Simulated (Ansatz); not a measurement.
**MgTe: the cell at several levels of theory**

How does the equilibrium cell of MgTe, database structure depend on the functional? It is relaxed with PBE, r2SCAN, PBEsol, LDA and HSE06.

Program: Ansatz 0.2.0. PAW datasets, plane waves, zero pressure. The values are computed, spin-unpolarised, and not measurements.

## 1. The system as given

Space group F-43m (No. 216), cubic; conventional cell a = 6.464 Å, 33.76 Å³ an atom. Around Mg lie 4 Te at 2.80 Å; around Te lie 4 Mg at 2.80 Å.

Coordinates:

```cif
data_structure
_symmetry_space_group_name_H-M 'F-43m'
_symmetry_Int_Tables_number 216
_cell_length_a 6.4640
_cell_length_b 6.4640
_cell_length_c 6.4640
_cell_angle_alpha 90.000
_cell_angle_beta 90.000
_cell_angle_gamma 90.000
_cell_volume 270.09
loop_
_atom_site_label
_atom_site_type_symbol
_atom_site_symmetry_multiplicity
_atom_site_Wyckoff_symbol
_atom_site_fract_x
_atom_site_fract_y
_atom_site_fract_z
_atom_site_occupancy
Mg1 Mg 4 a 0.00000 0.00000 0.00000 1
Te1 Te 4 c 0.25000 0.25000 0.25000 1
```

## 2. Relaxation with PBE

Input file input.yaml:

```yaml
crystal:
  lattice:
    - [0.0, 3.2319988239, 3.2319988239]
    - [3.2319988239, 0.0, 3.2319988239]
    - [3.2319988239, 3.2319988239, 0.0]
  atoms:
    - { symbol: Mg, position: [0.0, 0.0, 0.0] }
    - { symbol: Te, position: [0.75, 0.75, 0.75] }
kpoints:
  mp_grid: { grid: [6, 6, 6] }
hamiltonian:
  xc: pbe
scf:
  occupations: { method: fermi_dirac, width: 0.02 }
relax:
  f_tol: 0.005
  cell: {}
output:
  write_density: true
  write_potential: true
  elf: true
  volumetric_format: npy
```

Command:

```bash
ansatz run input.yaml --threads 2 --pin off --max-ram 2211MiB --backend cpu --events-out ev --progress --plain --runs-dir out
```

The runs that follow: r2SCAN: cell and atoms; Relaxing with PBEsol; Relaxing with LDA; Relaxing with HSE06.

**Question.** What will these runs give? Wanted: for each run, a; volume; space group; SCF geometries.

The runs gave:

| level | a (Å) | volume (Å³/atom) | space group | SCF geometries |
| --- | --- | --- | --- | --- |
| PBE | 6.510 | 34.482 | F-43m | 4 |
| r2SCAN | 6.466 | 33.796 | F-43m | 4 |
| PBEsol | 6.440 | 33.387 | F-43m | 4 |
| LDA | 6.369 | 32.298 | F-43m | 5 |
| HSE06 | 6.471 | 33.873 | F-43m | 3 |

In words: The first relaxation changed the volume by +2.1 % from the start. The volume runs from LDA (least) to PBE (most), a spread of 6.8 %, or 2.2 % in length if all axes shared it alike. The meshes differ: PBE 6×6×6, r2SCAN 6×6×6, PBEsol 6×6×6, LDA 6×6×6, HSE06 4×4×4.
